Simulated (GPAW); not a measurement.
The system is Si.

```xyz
1
Lattice="2.6205 0.0000 0.0000 -1.3103 2.2695 0.0000 0.0000 0.0000 2.4664" Properties=species:S:1:pos:R:3 pbc="T T T"
Si    0.0000    0.0000    0.0000
```

This isn't the form of Si at room conditions, which is diamond.

Program: GPAW 26.7.0. Alike in all runs: no spin polarisation; cell as given; smearing fermi-dirac 0.05 eV.

Order these runs on this cell by their pressure, lowest first.
A. level RPBE; potentials or basis the program's PAW data sets (release 1.2.1) made for this functional, pw; k mesh 9 × 9 × 9; cutoff (eV) 450; maxiter 120; convergence default
B. level LDA; potentials or basis the program's PAW data sets (release 1.2.1) made for this functional, pw; k mesh 12 × 12 × 11; cutoff (eV) 600; maxiter 150; band path GMKGALHA,LM,KH; band points 100
C. level PBEsol; potentials or basis PAW data sets generated in the run's folder for this functional, pw; k mesh 12 × 12 × 11; cutoff (eV) 600; maxiter 150; band path GMKGALHA,LM,KH; band points 100

B (-0.5 GPa), C (1.0 GPa), A (5.6 GPa).

Caveats: the cutoff is short for stress and forces, so pressures can be off by a GPa or more (some runs).
